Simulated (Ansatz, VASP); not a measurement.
**Hf: VASP beside Ansatz**

```
Hf
1.0
    -1.80500    1.80500    1.80500
     1.80500   -1.80500    1.80500
     1.80500    1.80500   -1.80500
Hf
1
Direct
  0.00000 0.00000 0.00000
```

This isn't the form of Hf at room conditions, which is hcp.

Alike in both runs: task single point; functional PBE; k mesh 18 × 18 × 18; occupations gaussian, width 0.15 eV; no spin polarisation.

```csv
,VASP,Ansatz
version,VASP 6.6.1,Ansatz 0.2.0
potentials or method,"VASP PAW PBE potentials, release 64 (Hf_pv)","scalar-relativistic, plane waves, PAW"
plane-wave cutoff (eV),520,420
valence electrons in the cell,10,26
```

```csv
,VASP,Ansatz,Ansatz less VASP
gap on the k mesh at the Fermi level (eV),none,none,-
pressure (GPa),-5.2,-4.9,+0.36
```

A gap of «none» marks a metal or a gap that the smearing closes. The two sets of potentials don't hold the same shells in valence.

Spin-orbit coupling is left out, which matters for the levels of Hf.
